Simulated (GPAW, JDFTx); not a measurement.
This is a calculation of ZnSe (Stilleite) for JDFTx 1.7.0 (patched build). 

File ZnSe.in:

```
lattice \
    0.0000000000     5.3551058920     5.3551058920 \
    5.3551058920     0.0000000000     5.3551058920 \
    5.3551058920     5.3551058920     0.0000000000
coords-type Cartesian
ion Se     2.6775529460     2.6775529460     2.6775529460 1
ion Zn     0.0000000000     0.0000000000     0.0000000000 1

ion-species pseudo/Se.upf
ion-species pseudo/Zn.upf
elec-cutoff 43 344
elec-ex-corr lda-PW
kpoint-folding 8 8 8
elec-smearing Gauss 0.0018374661
elec-n-bands 25
electronic-SCF nIterations 100 energyDiffThreshold 1e-09
electronic-minimize nIterations 30 energyDiffThreshold 1e-7
converge-empty-states yes
forces-output-coords Cartesian

dump-name run.$VAR
dump End Ecomponents EigStats BandEigs Kpoints Forces Stress
```

Potentials or basis: PseudoDojo-SR-LDA-0.4.1-standard with smoothed tails.

The run is started by

```console
$ jdftx -c 1 -i ZnSe.in -o ZnSe.out
```

Task: Set up the same calculation for GPAW 26.7.0 (ASE script). Potentials or basis there: the program's PAW data sets (release 1.2.1) made for this functional, cutoff 600 eV.

Result: As run (cutoffs and basis follow the program's own potentials, and thresholds, step limits or extra output files can differ):

Contents of run.py:

```python
from ase.dft.bandgap import bandgap
from ase.io import read, write
from ase.units import GPa
from gpaw import GPAW, PW

atoms = read('ZnSe.xyz')

calc = GPAW(mode=PW(600),
            xc='LDA',
            kpts={'size': (8, 8, 8), 'gamma': True},
            occupations={'name': 'methfessel-paxton', 'order': 0, 'width': 0.1},
            nbands=18,
            convergence={'density': 1e-05, 'energy': 1e-05},
            maxiter=150,
            txt='gpaw.txt')
atoms.calc = calc
energy = atoms.get_potential_energy()
forces = atoms.get_forces()
stress = atoms.get_stress()
calc.write('gs.gpw')
write('result.traj', atoms)
print(f'Energy: {energy:.6f} eV')
print('Forces (eV/A):')
print(forces.round(4))
print('Stress (GPa):', (stress / GPa).round(3))
print('Fermi level:', round(calc.get_fermi_level(), 4), 'eV')
print(f'Gap: {bandgap(calc)[0]:.4f} eV, direct: {bandgap(calc, direct=True)[0]:.4f} eV')
```

Contents of ZnSe.xyz:

```xyz
2
Lattice="0.0000000000 2.8338000000 2.8338000000 2.8338000000 0.0000000000 2.8338000000 2.8338000000 2.8338000000 0.0000000000" Properties=species:S:1:pos:R:3 pbc="T T T"
Se     1.4169000000      1.4169000000      1.4169000000
Zn     0.0000000000      0.0000000000      0.0000000000
```

Potentials or basis: the program's PAW data sets (release 1.2.1) made for this functional, pw.

Launch:

```bash
$ OMP_NUM_THREADS=1 python run.py
```

Both were run:

|  | JDFTx | GPAW |
| --- | --- | --- |
| Pressure | -3.4 GPa | -3.6 GPa |

The potentials hold 36 and 18 valence electrons a cell.

The two programs' LDA may be different fits to the electron gas.

Pressure is positive in compression.
